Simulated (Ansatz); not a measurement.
The system is AlPt.

```
Pt Al
1.0
     3.09155    0.00000    0.00000
     0.00000    3.09155    0.00000
     0.00000    0.00000    3.09155
Pt Al
1 1
Cartesian
  1.5458 1.5458 1.5458
  0.0000 0.0000 0.0000
```

Measurements of this composition are mostly on another form, of space group No. 198.

| Property | Result |
| --- | --- |
| Program | Ansatz 0.2.0 |
| Task | relaxation of cell and atoms |
| Functional | r2SCAN |
| Potentials or basis | Ansatz PAW |
| Cutoff | 500 eV (not typed: the program's choice for these potentials) |
| k mesh | 9 × 9 × 9 |
| Occupations | fermi-dirac, width 0.05 eV |
| Spin | no spin polarisation |

At the start: volume 14.77 Å³/atom.

Question: How do energy, volume and symmetry change on relaxing?

Answer: It ends after 5 steps and the volume is 14.41 Å³/atom (-2.5 %); space group Pm-3m (No. 221, to 0.05 Å).

The path:
```
step  energy change (eV)  largest force (eV/Å)  volume (Å³)
   1              0.0000                0.0000        29.55
   2             -0.0047                0.0000        28.27
   3             -0.0114                0.0000        28.85
   4             -0.0114                0.0000        28.82
   5             -0.0112                0.0000        28.82
```

Final structure:
```
Pt Al
1.0
     3.06601    0.00000    0.00000
     0.00000    3.06601    0.00000
     0.00000    0.00000    3.06601
Pt Al
1 1
Cartesian
  1.5330 1.5330 1.5330
  0.0000 0.0000 0.0000
```

Caveat: the plane-wave basis is chosen anew once the cell has moved, so the energies of steps on either side of that aren't comparable; the PAW data sets come from PBE, with cores solved anew for the run's functional, which leaves a small shift of forces and pressure.
